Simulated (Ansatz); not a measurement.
# Ni in Ansatz: the effect of functional

Crystal: Ni.

```
CELL_PARAMETERS angstrom
0.00000 1.76044 1.76044
1.76044 0.00000 1.76044
1.76044 1.76044 0.00000
ATOMIC_POSITIONS crystal
Ni 0.00000 0.00000 0.00000
```

The cell isn't the ideal one: volume scaled by 1.04.

Alike in all runs:

| Item | Value |
| --- | --- |
| Program | Ansatz 0.2.0 |
| Task | single point |
| Potentials or basis | Ansatz PAW |
| k mesh | 13 × 13 × 13 |
| Occupations | fermi-dirac, width 0.05 eV |
| Spin | collinear spin, ferromagnetic start |
| Starting moments | [1.0] μB |

```tsv
functional	cutoff	pressure (GPa)	moment (μB)
LDA	420 eV (not typed: the program's choice for these potentials)	?	?
r2SCAN	500 eV (not typed: the program's choice for these potentials)	-7.4	0.75
PBE	420 eV (not typed: the program's choice for these potentials)	-0.5	0.63
```

Problem. What does the run with functional LDA give?

Solution. Pressure -17.5 GPa; moment 0.62 μB.

Caveats: the PAW data sets come from PBE, with cores solved anew for the run's functional, which leaves a small shift of forces and pressure (some runs); the magnetic or orbital state may not be the lowest (some runs).
